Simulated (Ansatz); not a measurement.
## Al: do energies and stresses tell the same story?

All numbers below come from DFT r2SCAN, scalar-relativistic, plane waves, PAW (Ansatz 0.2.0).

Settings: cutoff 500 eV, Γ-centred mesh 18×18×18 on the computed 1-atom cell, Gaussian smearing of 0.10 eV; no spin polarisation.

Relaxed cell: Fm-3m, a = 3.992 Å, b = 3.992 Å, c = 3.992 Å, α = 90.00°, β = 90.00°, γ = 90.00°, 1 atom in the primitive cell.

Energies at zero smearing and pressures from the stress tensor, at volumes with shape and atoms relaxed:
```
V (Å³/atom) E − E(first) (meV/atom) P (GPa)
     13.996                     0.00    15.71
     14.473                   -39.11    10.76
     14.950                   -64.59     6.56
     15.427                   -78.56     3.01
     15.904                   -82.79     0.00
     16.381                   -78.81    -2.54
     16.859                   -67.89    -4.68
     17.495                   -44.52    -6.99
```

Check P = −dE/dV between neighbouring volumes, and get the bulk modulus from the pressures alone.

With 1 eV/Å³ = 160.2 GPa:
```csv
middle V (Å³/atom),−ΔE/ΔV (GPa),mean P (GPa)
14.234,13.133,13.234
14.711,8.556,8.660
15.189,4.690,4.785
15.666,1.420,1.504
16.143,-1.336,-1.270
16.620,-3.666,-3.608
17.177,-5.886,-5.831
```

The two differ by 0.10 GPa at most. The mean of two end pressures misses the average over a step by about ΔV² P″/12, up to 0.07 GPa here; with that taken off 0.05 GPa remains. The stress is the derivative of the free energy, not of the energy at zero smearing, and with free energies 0.00 GPa remains. Around V = 15.904 Å³/atom, the two neighbours give B = −V ΔP/ΔV = 15.904 × 5.55 / 0.954 = 92.5 GPa, against B0 = 91.6 GPa from the Birch–Murnaghan fit of the energies.